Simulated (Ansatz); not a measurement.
Runs of Ansatz 0.2.0 on InAs. The structure is cubic, space group F-43m (No. 216). Conventional cell: a = 6.036 Å, b = 6.036 Å, c = 6.036 Å, α = 90.00°, β = 90.00°, γ = 90.00°. In (site symmetry -43m) is surrounded by 4 As at 2.61 Å. As (site symmetry -43m) is surrounded by 4 In at 2.61 Å. 

```csv
screening (1/Å),gap on the mesh (eV),pressure (GPa)
0.15,0.75,(a)
0.6,0.14,3.7
0.3,0.46,(c)
0.2,0.63,2.4
0.4,0.33,3.0
0.1,(b),2.2
```

Alike in all rows: task single point; level HSE06 form with a typed share of exact exchange; potentials or basis Ansatz PAW; no spin polarisation; cell as given; k mesh 4 × 4 × 4; cutoff (eV) 420; smearing fermi-dirac 0.05 eV; the mesh is coarse, so values aren't converged.

Task: Fill in the values left out.

Result: (a) 2.3; (b) 0.90; (c) 2.7.

Caveats: all runs use coarse meshes; spin-orbit coupling is left out, which moves the levels of the heavy elements; the PAW data sets come from PBE, with cores solved anew for the run's functional, which leaves a small shift of forces and pressure; the thresholds are loose for stress.

A k mesh can miss the band edges, and the runs leave out spin-orbit coupling on As, In.
